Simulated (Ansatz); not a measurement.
**MoS$_{2}$: a sublattice moved along a line**

All numbers below come from DFT PBE+D3(BJ), scalar-relativistic, plane waves, PAW (Ansatz). Settings: plane waves to 420 eV, k-mesh 18×18×18 (Γ-centred), Gaussian smearing 0.15 eV. No spin polarisation. Energies are free energies at this smearing, counted from the undisturbed cell; pressure is positive in compression.

Zero of the scan (relaxed at this level; this form isn't the usual structure):

```
Mo S
1.0
     1.56673    0.90455    5.95890
    -1.56673    0.90455    5.95890
     0.00000   -1.80910    5.95890
Mo S
1 2
Direct
  0.00000 0.00000 0.00000
  0.75633 0.75633 0.75633
  0.24367 0.24367 0.24367
```

Every Mo atom is moved by x along the Cartesian unit vector (0.000, -0.748, 0.663); the cell and all other atoms stay fixed. The cell is metallic on the mesh throughout.

```csv
x (Å),ΔE (meV/cell),force along x on the moved atoms (eV/Å),pressure (GPa)
-0.2000,303.3,?,?
-0.1000,71.2,1.45,0.7
0.0000,0.0,0.00,0.0
0.0500,17.5,-0.70,0.2
0.1250,?,-1.86,?
0.1500,164.6,-2.30,1.6
0.1750,227.9,-2.77,2.1
```

By symmetry 0.2000 repeats -0.2000, -0.1500 repeats 0.1500, 0.1000 repeats -0.1000, -0.0500 repeats 0.0500 in energy; the slope of the energy along the path changes sign there.

(1) Give the withheld values.

## Answers

(1) force along x on the moved atoms (eV/Å) at x (Å) = -0.2000: 3.27; pressure (GPa) at x (Å) = -0.2000: 2.8; ΔE (meV/cell) at x (Å) = 0.1250: 112.6; pressure (GPa) at x (Å) = 0.1250: 1.1.

Cost: 7 runs of about 3.2 core-minutes in all, on AMD EPYC 9R45 (Zen 5) (shared hosts).